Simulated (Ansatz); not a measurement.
## Finding the fault: bare LiF nanowire along [001] (144 atoms)

Program: Ansatz 0.2.0. The cell: 72 Li and 72 F.

input.yaml

```yaml
crystal:
  lattice:
    - [19.0675, 0.0, 0.0]
    - [0.0, 19.0675, 0.0]
    - [0.0, 0.0, 8.10188]
  atoms:
    - { symbol: Li, position: [0.23164, 0.23164, 0.99704] }
    - { symbol: F, position: [0.34018, 0.23161, 0.99704] }
    - { symbol: Li, position: [0.34078, 0.34078, 0.99704] }
    - { symbol: F, position: [0.23161, 0.34018, 0.99704] }
    - { symbol: Li, position: [0.3404, 0.23103, 0.24704] }
    - { symbol: F, position: [0.23204, 0.23204, 0.24704] }
    - { symbol: Li, position: [0.23103, 0.3404, 0.24704] }
    - { symbol: F, position: [0.34072, 0.34072, 0.24704] }
    - { symbol: Li, position: [0.23164, 0.23164, 0.49704] }
    - { symbol: F, position: [0.34018, 0.23161, 0.49704] }
    - { symbol: Li, position: [0.34078, 0.34078, 0.49704] }
    - { symbol: F, position: [0.23161, 0.34018, 0.49704] }
    - { symbol: Li, position: [0.3404, 0.23103, 0.74704] }
    - { symbol: F, position: [0.23204, 0.23204, 0.74704] }
    - { symbol: Li, position: [0.23103, 0.3404, 0.74704] }
    - { symbol: F, position: [0.34072, 0.34072, 0.74704] }
    - { symbol: Li, position: [0.23177, 0.4468, 0.99704] }
    - { symbol: F, position: [0.34109, 0.44695, 0.99704] }
    [... 120 atom lines left out ...]
    - { symbol: Li, position: [0.76836, 0.76836, 0.49704] }
    - { symbol: F, position: [0.65982, 0.76839, 0.49704] }
    - { symbol: Li, position: [0.76897, 0.6596, 0.74704] }
    - { symbol: F, position: [0.65928, 0.65928, 0.74704] }
    - { symbol: Li, position: [0.6596, 0.76897, 0.74704] }
    - { symbol: F, position: [0.76796, 0.76796, 0.74704] }
kpoints:
  mp_grid: { grid: [1, 1, 1], kspacing: 0.3 }
hamiltonian:
  xc: lda
scf:
  occupations: { method: fixed }
  max_iter: 80
output:
  forces: true
```

Run with:

```console
ansatz run input.yaml --threads 4 --pin off --max-ram 8192MiB --backend cpu --events-out ev --progress --plain --runs-dir out
```

The program printed:

```text
Error: invalid value for `kpoints.mp_grid.kspacing`: mutually exclusive with `grid` — set one or the other
```

It took 0.12 s on 4 threads of AMD EPYC 7R43, shared host; peak memory 0.089 GiB.

**Question.** What is wrong with this input, and how is it mended?

Both a k-mesh and a spacing: kpoints.mp_grid.kspacing = 0.3.

The fix is to take out kpoints.mp_grid.kspacing.

The program refused it before any cycle.

[Logs are printed without paths, hosts, clocks, repeated set-up lines and the standing remarks that a program may print on its own settings, such as how far it seeks lower states.]

[Hosts, paths, dates, database ids (printed as entryN), source tags and the programs' standing remarks are cut or masked in the printed files.]
